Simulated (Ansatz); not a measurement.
## TiSe in Ansatz: the effect of functional

Crystal: TiSe.

```
Se Ti
1.0
     3.60583    0.00000    0.00000
    -1.80292    3.12274    0.00000
     0.00000    0.00000    6.30185
Se Ti
2 2
Direct
  0.66667 0.33333 0.75000
  0.33333 0.66667 0.25000
  0.00000 0.00000 0.50000
  0.00000 0.00000 0.00000
```

The cell isn't the ideal one: volume scaled by 1.04.

Alike in all runs:

| Item | Value |
| --- | --- |
| Program | Ansatz 0.2.0 |
| Task | single point |
| Potentials or basis | Ansatz PAW |
| k mesh | 9 × 9 × 5 |
| Occupations | fermi-dirac, width 0.05 eV |
| Spin | no spin polarisation |

**Question.** One run gave: pressure -8.1 GPa. Which functional did it use?
A. r2SCAN
B. LDA
C. PBEsol

**Answer.** B.

```csv
functional,cutoff,pressure (GPa)
LDA,420 eV (not typed: the program's choice for these potentials),-8.1
PBEsol,420 eV (not typed: the program's choice for these potentials),-5.0
r2SCAN,500 eV (not typed: the program's choice for these potentials),-1.0
```

Caveats: the PAW data sets come from PBE, with cores solved anew for the run's functional, which leaves a small shift of forces and pressure.
